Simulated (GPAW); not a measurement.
MnO:

```
Mn O
1.0
     0.00000    2.22200    2.22200
     2.22200    0.00000    2.22200
     2.22200    2.22200    0.00000
Mn O
1 1
Direct
  0.00000 0.00000 0.00000
  0.50000 0.50000 0.50000
```

Base run:

```yaml
Program: GPAW 26.7.0
Functional: r2SCAN
Potentials_or_basis: GPAW PAW data sets (gpaw-data 1.2.1)
Cutoff: 800 eV
Basis: pw
k_mesh: 7 × 7 × 7
Occupations: fermi-dirac, width 0.05 eV
Spin: collinear spin, ferromagnetic start
Starting_moments: "[4.0, 0.0] μB"
```

Its results: band gap on the k mesh none (metal or under the smearing width); pressure 3.8 GPa; net moment 4.99 μB per cell; site moments Mn +4.44; O +0.20 μB.

**Question.** The run is repeated on the same cell with these changes: hubbard terms from none to Mn d U = 6 eV. What comes out?

**Answer.** Band gap on the k mesh 1.40 eV, indirect (least direct gap 3.29 eV); pressure 8.1 GPa; net moment 5.00 μB per cell; site moments Mn +4.61; O +0.11 μB.

The U term pushes filled and empty states of the shell apart.

Caveats: the PAW data sets were made with another functional, which shifts forces and pressure a little; a cell with one magnetic atom can't hold antiferromagnetic order, which such compounds often take; semilocal functionals often make such compounds metallic where correlation or magnetic order opens a gap, which also shifts bond lengths (some runs); an odd mesh through Γ misses points on the zone boundary, where band edges often lie (some runs).
